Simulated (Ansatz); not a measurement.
**SiO2 — O-17 NMR of the central transition**

Cell: a Materials Project structure (computed, not necessarily an observed phase), taken as it stands.

```
Si O
1.0
     6.91142    0.00000    0.00000
     0.00000    6.91142    0.00000
     0.00000    0.00000    6.41851
Si O
5 10
Direct
  0.26963 0.00000 0.11937
  0.00000 0.73037 0.88063
  0.00000 0.26963 0.88063
  0.73037 0.00000 0.11937
  0.00000 0.00000 0.50000
  0.19171 0.00000 0.35643
  0.00000 0.80829 0.64357
  0.00000 0.19171 0.64357
  0.80829 0.00000 0.35643
  0.19112 0.19112 0.00000
  0.19112 0.80888 0.00000
  0.80888 0.19112 0.00000
  0.80888 0.80888 0.00000
  0.50000 0.00000 0.12050
  0.00000 0.50000 0.87950
```

Atom numbers follow the list; atoms alike are taken as one site, whose name carries the number of the first.

Computed with Ansatz: DFT, r2SCAN, plane waves and PAW (field gradients read without the response of the frozen cores, which leaves them typically 4 to 6 % off), scalar-relativistic, 500 eV cutoff, Γ-centred 4×4×4 k-points, Fermi–Dirac smearing 0.02 eV.

O-17 has I = 5/2 and Q = -25.58 mb (Pyykkö 2018); at 14.1 T its Larmor frequency is ν₀ = 81.4 MHz. Only the quadrupole interaction is simulated: positions count from each site's isotropic chemical shift, and J coupling is left out, as are shift anisotropy and dipolar coupling, which fast spinning averages.

(1) What does the O-17 spectrum (fast magic-angle spinning) show for each site?

Answers

(1) 

```json
{"site": "O6", "first shell": "2 Si at 1.61 Å, angle 144°", "C_Q (MHz)": "-5.91", "η": "0.21", "P_Q (MHz)": "5.96", "δ_QIS (ppm)": "-32.1", "breadth (kHz)": "5.92"}
{"site": "O10", "first shell": "2 Si at 1.62 Å, angle 140°", "C_Q (MHz)": "-5.76", "η": "0.27", "P_Q (MHz)": "5.83", "δ_QIS (ppm)": "-30.8", "breadth (kHz)": "5.73"}
{"site": "O14", "first shell": "2 Si at 1.59 Å, angle 179°", "C_Q (MHz)": "-6.61", "η": "0.02", "P_Q (MHz)": "6.61", "δ_QIS (ppm)": "-39.5", "breadth (kHz)": "6.94"}
```

δ_QIS = −(ν_Q²/30ν₀²)[I(I+1) − 3/4](1 + η²/3) × 10⁶ ppm with ν_Q = 3|C_Q|/[2I(2I−1)]; it falls as 1/B₀² in ppm, and the breadth as 1/B₀ in kHz.

At O6 and O10 V_zz runs parallel to the line that joins its two neighbours (within 1°) in each case. At O14 V_zz points along the line of its two bonds (within 1°).
